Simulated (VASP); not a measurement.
A run of VASP 6.6.1:

File INCAR:

```
PREC     = Accurate       # precision mode
ENCUT    = 520            # plane-wave cutoff, eV
EDIFF    = 1E-6           # SCF threshold, eV
ISMEAR   = 0              # smearing method
SIGMA    = 0.15           # smearing width, eV
LREAL    = F              # projectors in reciprocal space
LASPH    = T              # aspherical terms in the spheres
NELM     = 100            # most SCF steps
ALGO     = Fast           # electronic algorithm
ISIF     = 2              # what is computed and relaxed
LWAVE    = F              # write WAVECAR
LCHARG   = F              # write CHGCAR
GGA      = PS             # functional
NBANDS   = 16             # bands
```

KPOINTS

```
regular mesh
0
Gamma
  14 14 14
```

POSCAR

```
HgTe
1.0
    0.0000000000      3.0771170000      2.9232611500
    3.0771170000      0.0000000000      2.9232611500
    3.0771170000      3.0771170000      0.0000000000
Hg Te
1 1
Direct
    0.0000000000      0.0000000000      0.0000000000
    0.5000000000      0.5000000000      0.5000000000
```

Potentials or basis: VASP PAW PBE potentials, release 64 (Hg, Te).

Launch:

```console
$ cat potpaw_PBE.64/Hg/POTCAR potpaw_PBE.64/Te/POTCAR > POTCAR
$ mpirun -np 1 vasp_std > vasp.out
```

Hardware: 1 thread of AMD EPYC 9R45 96-Core Processor (Zen 5), with other jobs on the host.

Question: How long does it take, and how much memory?

Answer: It took 100 s on 1 thread of AMD EPYC 9R45 96-Core Processor (Zen 5) (shared host), peak memory 0.32 GiB. Counts: scf iterations 12, k points 244.
